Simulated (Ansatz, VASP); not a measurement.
ZrB3 in VASP and in Ansatz

The input INCAR:

```
SYSTEM = ZrB3
ALGO = Fast
EDIFF = 1E-6
EDIFFG = -0.04
ENCUT = 600
GGA = PE
IBRION = 2
ISIF = 3
ISMEAR = 0
LASPH = .TRUE.
LCHARG = .FALSE.
LREAL = .FALSE.
LWAVE = .FALSE.
NELM = 100
NSW = 90
PREC = Accurate
SIGMA = 0.1
```

KPOINTS

```
k-points
0
G
  8 8 8
  0 0 0
```

The input POSCAR:

```
ZrB3
1.0
   -1.5885788694      1.5885788694      3.5485138382
    1.5885788694     -1.5885788694      3.5485138382
    1.5885788694      1.5885788694     -3.5485138382
Zr B
1 3
Direct
    0.0000000000      0.0000000000      0.0000000000
    0.5000000000      0.5000000000      0.0000000000
    0.2500000000      0.7500000000      0.5000000000
    0.7500000000      0.2500000000      0.5000000000
```

Input for Ansatz:

```yaml
crystal:
  lattice:
    - [-1.5885788694, 1.5885788694, 3.5485138382]
    - [1.5885788694, -1.5885788694, 3.5485138382]
    - [1.5885788694, 1.5885788694, -3.5485138382]
  atoms:
    - { symbol: Zr, position: [0.0, 0.0, 0.0] }
    - { symbol: B, position: [0.5, 0.5, 0.0] }
    - { symbol: B, position: [0.25, 0.75, 0.5] }
    - { symbol: B, position: [0.75, 0.25, 0.5] }
basis:
  ecutwfc: 420
kpoints:
  mp_grid: { grid: [8, 8, 8] }
hamiltonian:
  xc: pbe
scf:
  occupations: { method: gaussian, width: 0.1 }
  lower_state_search: "off"
output:
  forces: true
  stress: true
  eigenvalues: true
relax:
  adjacent_minimum: "off"
  f_tol: 0.04
  max_steps: 70
  cell: { stress_tol: 0.4 }
```

Alike in both runs: task relaxation of cell and atoms; functional PBE; k mesh 8 × 8 × 8; occupations gaussian, width 0.1 eV; no spin polarisation.

|  | VASP | Ansatz |
| --- | --- | --- |
| version | VASP 6.6.1 | Ansatz 0.2.0 |
| potentials or method | VASP PAW PBE potentials, release 64 (Zr_sv, B) | scalar-relativistic, plane waves, PAW |
| plane-wave cutoff (eV) | 600 | 420 |
| valence electrons in the cell | 21 | 21 |

```csv
,VASP,Ansatz,Ansatz less VASP
"gap on the k mesh at the Fermi level, each at its own relaxed structure (eV)",none,none,-
relaxed volume (Å³/atom),10.39,10.40,+0.013
relaxed cell length with the largest relative difference (Å),4.515,4.517,+0.0020
energy change over the relaxation (meV/atom),-162,-161,+0.7
```

A gap of «none» marks a metal or a gap that the smearing closes.

Caveats: the volume moved by over 15 % at a fixed basis, so the end points are rough.
